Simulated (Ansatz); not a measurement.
**Ge: generalised stacking fault**

These are results of DFT PBEsol, scalar-relativistic, plane waves, PAW (Ansatz), not measurements. The runs took a 420 eV cutoff, a Γ-centred 11×11×3 mesh and Gaussian smearing (0.15 eV). No spin polarisation. Energies are free energies at this smearing, counted from the undisturbed cell; pressure is positive in compression.

The undisturbed cell (relaxed at this level; this form isn't the usual structure):

```
CELL_PARAMETERS angstrom
-2.00208 -3.46771 0.00000
2.00208 -3.46771 0.00000
0.00000 0.00000 13.14505
ATOMIC_POSITIONS crystal
Ge 0.00000 0.00000 0.15681
Ge 0.00000 0.00000 0.34319
Ge 0.00000 0.00000 0.65681
Ge 0.00000 0.00000 0.84319
Ge 0.66667 0.66667 0.09414
Ge 0.33333 0.33333 0.40586
Ge 0.33333 0.33333 0.59414
Ge 0.66667 0.66667 0.90586
```

The cut lies on the cell's a–b face, a (0 0 1) plane (indices in the standard cell, whose axes needn't be the Cartesian ones shown) of area 13.89 Å², between layers 2.47 Å apart. Vector c is tilted by f times 1·a + 0·b (length 4.004 Å) with the atoms' Cartesian places fixed: one unrelaxed fault a cell.

```
     f  γ (mJ/m²) shear traction, the slope of γ along the slip (GPa) gap on the mesh (eV)
0.0000          0                                                  0.0                  0.04
0.1000         66                                                  3.4                  0.04
0.2000          ?                                                  7.3                  0.00
0.3000        640                                                 10.2                  0.00
0.4000       1044                                                  9.0                  0.00
0.5000       1250                                                  0.0                  0.00
```

By symmetry 0.6000 repeats 0.4000, 0.8000 repeats 0.2000, 0.7000 repeats 0.3000, 0.9000 repeats 0.1000 in energy, with the opposite slope along the path.

Give the withheld values.

γ (mJ/m²) at f = 0.2000: 280.

Cost: 6 runs of about 10 core-minutes in all, on Arm Neoverse V1 (shared hosts).